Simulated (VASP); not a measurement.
# TaAs in VASP: further runs, part 2 of 2

VASP 6.6.1.

**6. Single point, PBE+U**

Contents of INCAR:

```
SYSTEM = TaAs
PREC = Accurate ; ENCUT = 520
EDIFF = 1E-7 ; ISMEAR = -1
SIGMA = 0.05 ; LREAL = .False.
LASPH = .True. ; NELM = 100
ALGO = Fast ; ISIF = 2
LWAVE = .False. ; LCHARG = .False.
LMAXMIX = 4 ; LDAU = .True.
LDAUTYPE = 2 ; LDAUL = 2 -1
LDAUU = 5 0 ; LDAUJ = 0 0
LDAUPRINT = 1 ; LDIPOL = .True.
IDIPOL = 3 ; DIPOL = 0.5 0.5 0.500
GGA = PE ; NBANDS = 42
```

Contents of KPOINTS:

```
Automatic mesh
0
Gamma
  6 6 1
  0 0 0
```

Contents of POSCAR:

```
TaAs
1.0
    3.4436267244      0.0000000000      0.0000000000
    0.0000000000      3.4436267244      0.0000000000
    0.0000000000      0.0000000000     24.7720569659
Ta As
4 4
Direct
    0.5000000000      0.5000000000      0.3027604857
    0.0000000000      0.5000000000      0.4211992077
    0.0000000000      0.0000000000      0.5396379297
    0.5000000000      0.0000000000      0.6580766517
    0.0000000000      0.0000000000      0.3419233483
    0.5000000000      0.0000000000      0.4603620703
    0.5000000000      0.5000000000      0.5788007923
    0.0000000000      0.5000000000      0.6972395143
```

Potentials or basis: VASP PAW PBE potentials, release 64 (Ta_pv, As).

Command:

```sh
> cat potpaw_PBE.64/Ta_pv/POTCAR potpaw_PBE.64/As/POTCAR > POTCAR
> mpirun -np 1 vasp_std > vasp.out
```

OUTCAR:

```text
SYSTEM = TaAs
   PREC = Accurate
   ENCUT = 520
   EDIFF = 1E-7
   ISMEAR = -1
   LREAL = .False.
   LASPH = .True.
   NELM = 100
   ISIF = 2
   GGA = PE

 ion  position               nearest neighbor table
   1  0.500  0.500  0.303-   5 2.62   5 2.62   5 2.62   5 2.62   2 3.40   2 3.40
   2  0.000  0.500  0.421-   5 2.61   5 2.61   6 2.62   6 2.62   6 2.62   6 2.62   3 3.40   1 3.40
                             3 3.40   1 3.40
   3  0.000  0.000  0.540-   6 2.61   6 2.61   7 2.62   7 2.62   7 2.62   7 2.62   4 3.40   4 3.40
                             2 3.40   2 3.40
   4  0.500  0.000  0.658-   7 2.61   7 2.61   8 2.62   8 2.62   8 2.62   8 2.62   3 3.40   3 3.40

   5  0.000  0.000  0.342-   2 2.61   2 2.61   1 2.62   1 2.62   1 2.62   1 2.62
   6  0.500  0.000  0.460-   3 2.61   3 2.61   2 2.62   2 2.62   2 2.62   2 2.62
   7  0.500  0.500  0.579-   4 2.61   4 2.61   3 2.62   3 2.62   3 2.62   3 2.62
   8  0.000  0.500  0.697-   4 2.62   4 2.62   4 2.62   4 2.62

  LATTYP: Found a simple tetragonal cell.
 ALAT       =     3.4436267244
 C/A-ratio  =     7.1935952844

  Lattice vectors:

 A1 = (   3.4436267244,   0.0000000000,   0.0000000000)
[... 334 lines left out ...]
      4     -35.1551      2.00000
      5     -35.0506      2.00000
      6     -35.0350      2.00000
[... 709 lines left out ...]
     41       4.7657      0.00000
     42       4.8028      0.00000

------------------------ aborting loop because EDIFF is reached ----------------------------------------

 vacuum level on the upper side and lower side of the slab       (xc-potential included)         0.020        -0.294

  FORCE on cell =-STRESS in cart. coord.  units (eV):
  Direction    XX          YY          ZZ          XY          YZ          ZX
  --------------------------------------------------------------------------------------
  -------------------------------------------------------------------------------------
  Total        4.9778933      6.8159278      6.5895627      0.0000000      0.0000000      0.0000000
  in kB       27.1495075     37.1741765     35.9395775      0.0000000      0.0000000      0.0000000
  external PRESSURE =      33.4210872 kB  Pullay stress =       0.0000000 kB

 VOLUME and BASIS-vectors are now :
 -----------------------------------------------------------------------------
  energy-cutoff  :      520.00
  volume of cell :      293.76
      direct lattice vectors                 reciprocal lattice vectors
     3.443626724  0.000000000  0.000000000     0.290391520  0.000000000  0.000000000
     0.000000000  3.443626724  0.000000000     0.000000000  0.290391520  0.000000000
     0.000000000  0.000000000 24.772056966     0.000000000  0.000000000  0.040368065

 POSITION                                       TOTAL-FORCE (eV/Angst)
 -----------------------------------------------------------------------------------
      1.72181      1.72181      7.50000         0.000000      0.000000      0.243753
      0.00000      1.72181     10.43397         0.000000      0.000000     -0.117931
      0.00000      0.00000     13.36794         0.000000      0.000000     -0.304565
      1.72181      0.00000     16.30191         0.000000      0.000000     -0.202647
      0.00000      0.00000      8.47014         0.000000      0.000000     -0.860845
      1.72181      0.00000     11.40412         0.000000      0.000000      0.096152
      1.72181      1.72181     14.33809         0.000000      0.000000      0.051021
      0.00000      1.72181     17.27206         0.000000      0.000000      1.095062
 -----------------------------------------------------------------------------------
    total drift:                                0.000000     -0.000000     -0.000076

  FREE ENERGIE OF THE ION-ELECTRON SYSTEM (eV)
  ---------------------------------------------------
  free  energy   TOTEN  =       -49.3313006401 eV

  energy  without entropy=      -49.2919031250  energy(sigma->0) =      -49.31160188

 vacuum level on the upper side and lower side of the slab         5.895         5.575
```

Run time: 6.3 min. Hardware: 1 thread of Intel Xeon Platinum 8559C (Emerald Rapids), shared host; peak memory 0.46 GiB.

Results:

| Item | Value |
| --- | --- |
| Free energy | -49.3313 eV |
| Largest force | 1.095 eV/Å |
| Band gap on the k mesh | none (metal or under the smearing width) |

Forces in eV/Å, atoms in the order of the input:
```
Ta   0.000  0.000  0.244
Ta   0.000  0.000 -0.118
Ta   0.000  0.000 -0.305
Ta   0.000  0.000 -0.203
As   0.000  0.000 -0.861
As   0.000  0.000  0.096
As   0.000  0.000  0.051
As   0.000  0.000  1.095
```

Eigenvalues of the final occupation matrices:
```tsv
site	spin	trace	eigenvalues
site 1 d	1	1.06	0.16 0.18 0.22 0.24 0.25
site 1 d	2	1.06	0.16 0.18 0.22 0.24 0.25
site 2 d	1	1.11	0.21 0.22 0.22 0.23 0.23
site 2 d	2	1.11	0.21 0.22 0.22 0.23 0.23
site 3 d	1	1.11	0.20 0.22 0.23 0.23 0.23
site 3 d	2	1.11	0.20 0.22 0.23 0.23 0.23
site 4 d	1	1.08	0.17 0.19 0.23 0.23 0.26
site 4 d	2	1.08	0.17 0.19 0.23 0.23 0.26
```

Caveat: U without spin polarisation on a metal has little footing; the U is typed as a test and isn't derived for this compound.

**7. Summary**

```tsv
level	U	gap on the mesh (eV)	largest force (eV/Å)
PBE	-	none	0.94
PBE+U	Ta d U = 2 eV	none	0.91
PBE+U	Ta d U = 3 eV	none	0.89
PBE+U	Ta d U = 4 eV	none	0.97
PBE+U	Ta d U = 5 eV	none	1.10
```

Alike in all rows: task single point; potentials or basis VASP PAW PBE potentials, release 64 (Ta_pv, As); no spin polarisation; cell as given; k mesh 6 × 6 × 1; cutoff (eV) 520; smearing fermi-dirac 0.05 eV.

Every run on the cell as given and a fine mesh finds a metal.

Caveats: U without spin polarisation on a metal has little footing (some runs); the U is typed as a test and isn't derived for this compound (some runs).

Absolute energies hang on the potentials; compare differences alone.
